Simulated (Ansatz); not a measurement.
# GaP: a tetragonal deformation path

An exercise on one series of results from a longer session: the logs are not shown, and one member is left open.

Method: DFT PBEsol, scalar-relativistic, plane waves, PAW, in Ansatz 0.2.0.

## The system as given

Symmetry: F-43m, No. 216, cubic system. The conventional cell has a = 5.451 Å, b = 5.451 Å, c = 5.451 Å, α = 90.00°, β = 90.00°, γ = 90.00°. Ga (site symmetry -43m) has 4 P at 2.36 Å as nearest neighbours. P (site symmetry -43m) has 4 Ga at 2.36 Å as nearest neighbours.

Coordinates:

```cif
data_structure
_symmetry_space_group_name_H-M 'F-43m'
_symmetry_Int_Tables_number 216
_cell_length_a 5.4505
_cell_length_b 5.4505
_cell_length_c 5.4505
_cell_angle_alpha 90.000
_cell_angle_beta 90.000
_cell_angle_gamma 90.000
_cell_volume 161.92
loop_
_atom_site_label
_atom_site_type_symbol
_atom_site_symmetry_multiplicity
_atom_site_Wyckoff_symbol
_atom_site_fract_x
_atom_site_fract_y
_atom_site_fract_z
_atom_site_occupancy
Ga1 Ga 4 a 0.00000 0.00000 0.00000 1
P1 P 4 c 0.25000 0.25000 0.25000 1
```

The cell is taken as given, not relaxed at this level.

The first run:

Contents of input.yaml:

```yaml
crystal:
  lattice:
    - [0.0, 2.72525, 2.72525]
    - [2.72525, 0.0, 2.72525]
    - [2.72525, 2.72525, 0.0]
  atoms:
    - { symbol: Ga, position: [0.0, 0.0, 0.0] }
    - { symbol: P, position: [0.75, 0.75, 0.75] }
basis:
  ecutwfc: 420
kpoints:
  mp_grid: { grid: [10, 10, 10] }
hamiltonian:
  xc: pbesol
scf:
  occupations: { method: gaussian, width: 0.05 }
output:
  forces: true
  stress: true
  eigenvalues: true
```

Steps of the session up to this table: The reference: the undisturbed cell on the scan's mesh; At ρ = 0.707; Point ρ = 1.414; ρ = 0.850; At ρ = 1.200; ρ = 0.780; Point ρ = 1.300; At ρ = 0.920.

One table of the session follows, with a row left open; its other results are not shown here.

| ρ | ΔE (meV/atom) | pressure (GPa) | gap on the mesh (eV) |
| --- | --- | --- | --- |
| 0.707 | 231.5 | -3.8 | 0.00 |
| 0.780 | 138.7 | -2.1 | 0.00 |
| 0.850 | ? | ? | ? |
| 0.920 | 19.6 | -0.7 | 0.72 |
| 1.000 | 0.0 | -0.6 | 1.48 |
| 1.200 | 127.0 | -1.0 | 0.46 |
| 1.300 | 278.3 | -1.2 | 0.00 |
| 1.414 | 481.7 | -1.6 | 0.00 |

Q: Estimate the row for ρ = 0.850 from the others.

Worked estimate for «ΔE (meV/atom)». A straight line through the neighbours (0.780, 138.7) and (0.920, 19.6) gives 138.7 + (19.6 − 138.7) × (0.850 − 0.780) / (0.920 − 0.780) = 79.2; a parabola fitted to 4 rows on both sides gives 67.4.

As computed: ΔE (meV/atom): 67.0; pressure (GPa): -1.2; gap on the mesh (eV): 0.07. In «ΔE (meV/atom)» the line misses by +12.2 and the parabola by +0.4.

Where the gap reads zero, the mesh chosen for the insulator is on the coarse side.
